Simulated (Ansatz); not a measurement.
**What uniaxial stress, 0.5 GPa compression along z does to InN**

Base system: InN in the zinc blende structure (space group F-43m, No. 216; a = 5.049 Å). Axes: x, y, z lie along the cube axes.

Modification: uniaxial stress, 0.5 GPa compression along z; all other stress components relax to zero.

Method: Ansatz (a first-principles code), PBE, PAW, cutoff 420 eV, spin-orbit coupling left out. Settings: 11×11×11 k-points, 0.05 eV Fermi–Dirac smearing.

| quantity | base | changed | shift |
|---|---|---|---|
| volume per atom | 16.09 Å³ | 16.07 Å³ | -0.02 Å³ |
| space group | F-43m (No. 216) | I-4m2 (No. 119) | – |
| shortest interatomic distance | 2.186 Å | 2.185 Å | -0.001 Å |
| energy relative to the base (free energy F) | 0 meV/atom | +0.2 meV/atom | +0.2 meV/atom |
| band gap | zero | zero | – |
| strain response (xx, yy, zz) (rough) | – | (+0.25, +0.25, −0.65) % | – |

Final structure:

```
InN
1.0
    0.00000     2.53088     2.50820
    2.53088     0.00000     2.50820
    2.53088     2.53088     0.00000
N In
1 1
Cartesian
  3.79632   3.79632   3.76229
  0.00000   0.00000   0.00000
```

Without a gap, meshes like the base's 11×11×11 leave anisotropic stresses uncertain by several tenths of a GPa, and small strain energies with them. Stability under load was not tested beyond the relaxation. All final runs are without spin polarisation. Gaps under 0.05 eV, about the width of the smearing, are given as zero. This is not the structure that InN has at room temperature and ambient pressure. The zero or small gap of InN can change with the level of theory.
